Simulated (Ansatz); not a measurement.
## Preparing Si3N4 (P6_3/m) as a host crystal

Aim: the runs on the perfect crystal Si3N4 (P6_3/m) that a defect calculation needs first.

Main program and level: Ansatz 0.2.0; plane-wave PAW DFT, PBEsol; relaxation of the defect-free supercell in its symmetry; PAW set soft_1, in the first sound run; inputs show where later runs differ.

Report form: the programs' logs are mostly left out.

### Step 1. The starting structure

The cell holds 42 atoms: 18 Si and 24 N. Its edges and angles: a = 7.624 Å, b = 7.624 Å, c = 8.731 Å, α = 90.0°, β = 90.0°, γ = 120.0°.

Structure file:

```xyz
42
Lattice="7.6245 0.0000 0.0000 -3.8122 6.6030 0.0000 0.0000 0.0000 8.7308" Properties=species:S:1:pos:R:3 pbc="T T T"
Si   -1.3768    5.4544    2.1827
Si    2.2124    1.5348    0.7276
Si    4.0352    3.9196    0.7276
Si   -0.2230    2.6834    2.1827
Si    1.5999    5.0681    2.1827
Si    5.1891    1.1485    0.7276
N     0.0000    4.4020    2.1827
N     3.8122    2.2010    0.7276
N     4.8445    4.4239    2.1827
N    -1.4090    6.4074    0.7276
N     2.4413    4.6195    0.7276
N     1.3710    1.9835    2.1827
N    -1.0323    2.1790    0.7276
N     5.2212    0.1956    2.1827
Si   -1.3768    5.4544    5.0929
Si    2.2124    1.5348    3.6378
Si    4.0352    3.9196    3.6378
Si   -0.2230    2.6834    5.0929
Si    1.5999    5.0681    5.0929
Si    5.1891    1.1485    3.6378
N     0.0000    4.4020    5.0929
N     3.8122    2.2010    3.6378
N     4.8445    4.4239    5.0929
N    -1.4090    6.4074    3.6378
N     2.4413    4.6195    3.6378
N     1.3710    1.9835    5.0929
N    -1.0323    2.1790    3.6378
N     5.2212    0.1956    5.0929
Si   -1.3768    5.4544    8.0032
Si    2.2124    1.5348    6.5481
Si    4.0352    3.9196    6.5481
Si   -0.2230    2.6834    8.0032
Si    1.5999    5.0681    8.0032
Si    5.1891    1.1485    6.5481
N     0.0000    4.4020    8.0032
N     3.8122    2.2010    6.5481
N     4.8445    4.4239    8.0032
N    -1.4090    6.4074    6.5481
N     2.4413    4.6195    6.5481
N     1.3710    1.9835    8.0032
N    -1.0323    2.1790    6.5481
N     5.2212    0.1956    8.0032
```

### Step 2. Defect free supercell relaxed in its symmetry

This cell, the one that will hold the defects, is built from the relaxed host. Its coarser k-points can move the atoms a little, so it is relaxed from the symmetric sites, as the reference for the test of stability.

pristine.symmetric/input.yaml reads:

```yaml
crystal:
  lattice:
    - [7.6244572548, 0.0, 0.0]
    - [-3.8122286274, 6.6029736727, 0.0]
    - [0.0, 0.0, 8.7307673276]
  atoms:
    - { symbol: Si, position: [0.2324454814, 0.8260559098, 0.25] }
    - { symbol: Si, position: [0.4063895716, 0.2324454814, 0.0833333333] }
    - { symbol: Si, position: [0.8260559098, 0.5936104284, 0.0833333333] }
    - { symbol: Si, position: [0.1739440902, 0.4063895716, 0.25] }
    - { symbol: Si, position: [0.5936104284, 0.7675545186, 0.25] }
    - { symbol: Si, position: [0.7675545186, 0.1739440902, 0.0833333333] }
    - { symbol: "N", position: [0.3333333333, 0.6666666667, 0.25] }
    - { symbol: "N", position: [0.6666666667, 0.3333333333, 0.0833333333] }
    - { symbol: "N", position: [0.9703841152, 0.6699911715, 0.25] }
    - { symbol: "N", position: [0.3003929436, 0.9703841152, 0.0833333333] }
    - { symbol: "N", position: [0.6699911715, 0.6996070564, 0.0833333333] }
    - { symbol: "N", position: [0.3300088285, 0.3003929436, 0.25] }
    - { symbol: "N", position: [0.0296158848, 0.3300088285, 0.0833333333] }
    - { symbol: "N", position: [0.6996070564, 0.0296158848, 0.25] }
    - { symbol: Si, position: [0.2324454814, 0.8260559098, 0.5833333333] }
    - { symbol: Si, position: [0.4063895716, 0.2324454814, 0.4166666667] }
    - { symbol: Si, position: [0.8260559098, 0.5936104284, 0.4166666667] }
    - { symbol: Si, position: [0.1739440902, 0.4063895716, 0.5833333333] }
    - { symbol: Si, position: [0.5936104284, 0.7675545186, 0.5833333333] }
    - { symbol: Si, position: [0.7675545186, 0.1739440902, 0.4166666667] }
    - { symbol: "N", position: [0.3333333333, 0.6666666667, 0.5833333333] }
    - { symbol: "N", position: [0.6666666667, 0.3333333333, 0.4166666667] }
    - { symbol: "N", position: [0.9703841152, 0.6699911715, 0.5833333333] }
    - { symbol: "N", position: [0.3003929436, 0.9703841152, 0.4166666667] }
    - { symbol: "N", position: [0.6699911715, 0.6996070564, 0.4166666667] }
    - { symbol: "N", position: [0.3300088285, 0.3003929436, 0.5833333333] }
    - { symbol: "N", position: [0.0296158848, 0.3300088285, 0.4166666667] }
    - { symbol: "N", position: [0.6996070564, 0.0296158848, 0.5833333333] }
    - { symbol: Si, position: [0.2324454814, 0.8260559098, 0.9166666667] }
    - { symbol: Si, position: [0.4063895716, 0.2324454814, 0.75] }
    - { symbol: Si, position: [0.8260559098, 0.5936104284, 0.75] }
    - { symbol: Si, position: [0.1739440902, 0.4063895716, 0.9166666667] }
    - { symbol: Si, position: [0.5936104284, 0.7675545186, 0.9166666667] }
    - { symbol: Si, position: [0.7675545186, 0.1739440902, 0.75] }
    - { symbol: "N", position: [0.3333333333, 0.6666666667, 0.9166666667] }
    - { symbol: "N", position: [0.6666666667, 0.3333333333, 0.75] }
    - { symbol: "N", position: [0.9703841152, 0.6699911715, 0.9166666667] }
    - { symbol: "N", position: [0.3003929436, 0.9703841152, 0.75] }
    - { symbol: "N", position: [0.6699911715, 0.6996070564, 0.75] }
    - { symbol: "N", position: [0.3300088285, 0.3003929436, 0.9166666667] }
    - { symbol: "N", position: [0.0296158848, 0.3300088285, 0.75] }
    - { symbol: "N", position: [0.6996070564, 0.0296158848, 0.9166666667] }
basis:
  ecutwfc: 420
  xc_grid: 2
hamiltonian:
  xc: pbesol
  pseudopotentials: { kind: paw, azcp: { folder: soft_1 }, xc_functional: pbe }
kpoints:
  mp_grid: { grid: [1, 1, 1] }
scf:
  occupations: { method: fermi_dirac, width: 0.01 }
  max_iter: 100
  lower_state_search: "off"
output:
  forces: true
relax:
  f_tol: 0.015
  max_steps: 60
  escape_saddle: false
checkpoint:
  write: "../pristine.symmetric.run"
  compress: false
  write_wavefunctions: false
  write_every: 100000
```

Launch:

```bash
> ansatz run input.yaml --threads 8 --pin off --max-ram 18841MiB --backend cpu --events-out ev --progress --plain --runs-dir out
```

It took 3 s on 8 threads of Arm Neoverse V1, shared host; peak memory 0.53 GiB; 15 s of CPU time.

Relaxation path:

```
step  energy less that of the first step (eV)  largest force component (eV/Å)
   1                                   0.0000                          0.1158
   2                                  -0.0232                          0.0599
   3                                  -0.0290                          0.0103
```

Forces are held to the 36 operations that the run works with; a distortion that breaks them can't arise in this run.

The atoms that moved most (Å):

```
atom      dx      dy     dz  length
 N13   0.021   0.001  0.000   0.021
 N27   0.021   0.001  0.000   0.021
 N41   0.021   0.001  0.000   0.021
 N23  -0.021  -0.001  0.000   0.021
 N37  -0.021  -0.001  0.000   0.021
  N9  -0.021  -0.001  0.000   0.021
 N10  -0.009  -0.019  0.000   0.021
 N24  -0.009  -0.019  0.000   0.021
```

The relaxation ends 0.7 meV an atom lower, with a largest force component of 0.010 eV/Å.

### Step 3. Defect free supercell relaxed from displaced atoms

This step: plane-wave PAW DFT, PBEsol; relaxation of the defect-free supercell from random displacements, a test of the host's stability; PAW set soft_1 (Ansatz 0.2.0).

pristine.rattled/input.yaml, as its differences from pristine.symmetric/input.yaml of step 2:

```diff
@@ -64,6 +64,6 @@
   f_tol: 0.015
-  max_steps: 60
-  escape_saddle: false
+  max_steps: 120
+  random_displacement: { amplitude: 0.06, seed: 823 }
 checkpoint:
-  write: "../pristine.symmetric.run"
+  write: "../pristine.rattled.run"
   compress: false
```

Elapsed: 4 s, on 8 threads; peak memory 0.52 GiB; 25 s of CPU time.

Step by step:

```
step  energy less that of the first step (eV)  largest force component (eV/Å)
   1                                   0.0000                          3.4615
   2                                  -1.4403                          1.9515
   3                                  -2.2453                          0.0392
   4                                  -2.2453                          0.0395
   5                                  -2.2463                          0.0024
```

The atoms that moved most (Å, from the sites as typed, ahead of the random displacement, the mean shift of all atoms taken out):

```
atom      dx      dy     dz  length
 N37  -0.021  -0.001  0.000   0.022
 N26   0.012  -0.018  0.000   0.021
 N23  -0.021  -0.002  0.000   0.021
 N42   0.009   0.019  0.000   0.021
  N9  -0.021  -0.002  0.000   0.021
 N28   0.009   0.019  0.000   0.021
 N40   0.012  -0.018  0.000   0.021
 N39  -0.012   0.018  0.000   0.021
```

The relaxation ends 53 meV an atom lower than the displaced start, with a largest force component of 0.0024 eV/Å.

### Step 4. Host on a dense mesh

This step: plane-wave PAW DFT, PBEsol; single point of the defect-free host, a test of the k-point sampling; PAW set soft_1 (Ansatz 0.2.0).

System of this step: Si3N4 (P6_3/m). The structure is hexagonal, space group P6_3/m (No. 176). The conventional cell has a = 7.624 Å, b = 7.624 Å, c = 2.910 Å, α = 90.00°, β = 90.00°, γ = 120.00°. Si has 4 N at 1.73 to 1.74 Å nearest. Nearest to N lie 3 Si at 1.73 Å. Nearest to N lie 3 Si at 1.74 Å. Farther neighbours and most contacts between anions are not listed.

dense/input.yaml reads:

```yaml
crystal:
  lattice:
    - [7.6244572548, 0.0, 0.0]
    - [-3.8122286274, 6.6029736727, 0.0]
    - [0.0, 0.0, 2.9102557759]
  atoms:
    - { symbol: Si, position: [0.2324454814, 0.8260559098, 0.75] }
    - { symbol: Si, position: [0.4063895716, 0.2324454814, 0.25] }
    - { symbol: Si, position: [0.8260559098, 0.5936104284, 0.25] }
    - { symbol: Si, position: [0.1739440902, 0.4063895716, 0.75] }
    - { symbol: Si, position: [0.5936104284, 0.7675545186, 0.75] }
    - { symbol: Si, position: [0.7675545186, 0.1739440902, 0.25] }
    - { symbol: "N", position: [0.3333333333, 0.6666666667, 0.75] }
    - { symbol: "N", position: [0.6666666667, 0.3333333333, 0.25] }
    - { symbol: "N", position: [0.9703841152, 0.6699911715, 0.75] }
    - { symbol: "N", position: [0.3003929436, 0.9703841152, 0.25] }
    - { symbol: "N", position: [0.6699911715, 0.6996070564, 0.25] }
    - { symbol: "N", position: [0.3300088285, 0.3003929436, 0.75] }
    - { symbol: "N", position: [0.0296158848, 0.3300088285, 0.25] }
    - { symbol: "N", position: [0.6996070564, 0.0296158848, 0.75] }
basis:
  ecutwfc: 420
  xc_grid: 2
hamiltonian:
  xc: pbesol
  pseudopotentials: { kind: paw, azcp: { folder: soft_1 }, xc_functional: pbe }
kpoints:
  mp_grid: { grid: [4, 4, 9] }
scf:
  occupations: { method: fermi_dirac, width: 0.01 }
  max_iter: 100
  lower_state_search: "off"
checkpoint:
  write: "../dense.run"
  compress: false
  write_wavefunctions: false
  write_every: 100000
```

Elapsed: 1.9 s, on 8 threads; peak memory 0.64 GiB.

### Step 5. Defect free supercell at the zone centre

The supercell is run at the zone centre, to see how far that sampling misses the dense mesh.

System of this step: Si3N4 (P6_3/m). The cell holds 42 atoms: 18 Si and 24 N. Cell: a = 7.624 Å, b = 7.624 Å, c = 8.731 Å, α = 90.0°, β = 90.0°, γ = 120.0°.

pristine.sampling_gamma/input.yaml, as its differences from pristine.rattled/input.yaml of step 3:

```diff
@@ -60,10 +60,4 @@
   lower_state_search: "off"
-output:
-  forces: true
-relax:
-  f_tol: 0.015
-  max_steps: 120
-  random_displacement: { amplitude: 0.06, seed: 823 }
 checkpoint:
-  write: "../pristine.rattled.run"
+  write: "../pristine.sampling_gamma.run"
   compress: false
```

Run time: 0.94 s. Hardware: 8 threads; peak memory 0.51 GiB; 5.5 s of CPU time.

### Step 6. Defect free supercell at the quarter point

The supercell is run at one point off the zone centre, to see how far that sampling misses the dense mesh.

pristine.sampling_quarter/input.yaml, as its differences from pristine.sampling_gamma/input.yaml of step 5:

```diff
@@ -55,3 +55,3 @@
 kpoints:
-  mp_grid: { grid: [1, 1, 1] }
+  mp_grid: { grid: [1, 1, 1], shift: [0.25, 0.25, 0.25] }
 scf:
@@ -61,3 +61,3 @@
 checkpoint:
-  write: "../pristine.sampling_gamma.run"
+  write: "../pristine.sampling_quarter.run"
   compress: false
```

Wall time 1.3 s (8 threads); peak memory 0.67 GiB.

### Step 7. Results

```yaml
supercell_relaxed_in_its_symmetry_less_the_displaced_and_relaxed_one: 0.000 eV
energy_an_atom_at_the_zone_centre_alone_less_that_on_the_dense_mesh: 0.039 eV
energy_an_atom_at_one_point_at_less_that_on_the_dense_mesh: -0.005 eV
```

**Reading.** Step 2: First to last step the energy falls by 0.029 eV; the largest move, 0.021 Å, is that of N13 and 17 other atoms alike. Step 3: The energy fell by 2.246 eV from the randomly displaced start; against the sites as typed, N37 ends farthest off, by 0.02 Å, once the mean shift is taken out. The displaced cell ends within 0.01 eV of the symmetric one relaxed in its symmetry, so no lower structure shows in this supercell. All at zero temperature.

[Logs are printed without paths, hosts, clocks, repeated set-up lines and the standing remarks that a program may print on its own settings, such as how far it seeks lower states.]

[Hosts, paths, dates, database ids (printed as entryN), source tags and the programs' standing remarks are cut or masked in the printed files.]

[Runs of the host that timed out are not shown.]

[For some hosts the program warned that the k-mesh of the response run may be too coarse for force constants and the static dielectric constant; such warnings are not always shown.]
